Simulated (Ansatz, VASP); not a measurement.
# Two plane-wave programs on WSe2

INCAR

```
SYSTEM = WSe2
PREC = Accurate ; ENCUT = 520
EDIFF = 1E-6 ; ISMEAR = 0
SIGMA = 0.1 ; LREAL = .False.
LASPH = .True. ; NELM = 60
ALGO = Normal ; ISIF = 2
LWAVE = .False. ; LCHARG = .False.
GGA = PE ; IVDW = 12
NBANDS = 35
```

File KPOINTS:

```
Automatic mesh
0
Gamma
  6 6 2
  0 0 0
```

POSCAR

```
WSe2
1.0
    3.2900000000      0.0000000000      0.0000000000
   -1.6450000000      2.8492235785      0.0000000000
    0.0000000000      0.0000000000     12.9700000000
W Se
2 4
Direct
    0.3333333333      0.6666666667      0.2500000000
    0.6666666667      0.3333333333      0.7500000000
    0.3333333333      0.6666666667      0.6210000000
    0.6666666667      0.3333333333      0.1210000000
    0.3333333333      0.6666666667      0.8790000000
    0.6666666667      0.3333333333      0.3790000000
```

Input for Ansatz:

```yaml
crystal:
  lattice:
    - [3.29, 0.0, 0.0]
    - [-1.645, 2.8492235785, 0.0]
    - [0.0, 0.0, 12.97]
  atoms:
    - { symbol: W, position: [0.3333333333, 0.6666666667, 0.25] }
    - { symbol: W, position: [0.6666666667, 0.3333333333, 0.75] }
    - { symbol: Se, position: [0.3333333333, 0.6666666667, 0.621] }
    - { symbol: Se, position: [0.6666666667, 0.3333333333, 0.121] }
    - { symbol: Se, position: [0.3333333333, 0.6666666667, 0.879] }
    - { symbol: Se, position: [0.6666666667, 0.3333333333, 0.379] }
basis:
  ecutwfc: 420
kpoints:
  mp_grid: { grid: [6, 6, 2] }
hamiltonian:
  xc: pbe
  dispersion: d3bj
scf:
  occupations: { method: gaussian, width: 0.1 }
output:
  forces: true
  stress: true
  eigenvalues: true
```

Alike in both runs: task single point; functional PBE; dispersion D3(BJ); k mesh 6 × 6 × 2; occupations gaussian, width 0.1 eV; no spin polarisation.

```csv
,VASP,Ansatz
version,VASP 6.6.1,Ansatz 0.2.0
potentials or method,"VASP PAW PBE potentials, release 64 (W_sv, Se)","scalar-relativistic, plane waves, PAW"
plane-wave cutoff (eV),520,420
valence electrons in the cell,52,92
```

|  | VASP | Ansatz | Ansatz less VASP |
| --- | --- | --- | --- |
| gap on the k mesh at the Fermi level (eV) | 0.97 | 0.98 | +0.005 |
| least direct gap on the mesh (eV) | 1.52 | 1.53 | +0.003 |
| pressure (GPa) | 0.2 | -0.1 | -0.32 |
| largest component of the traceless stress (GPa) | 0.67 | 0.59 | -0.081 |
| rms of the force components (eV/Å) | 0.106 | 0.083 | -0.0229 |

Atom by atom the forces differ by 0.023 eV/Å (rms over components). The two sets of potentials don't hold the same shells in valence.

Caveats: spin-orbit coupling is left out, which moves the levels of the heavy elements. PBE gaps usually lie below the measured ones, often by a third to a half. A k mesh can miss the band edges.
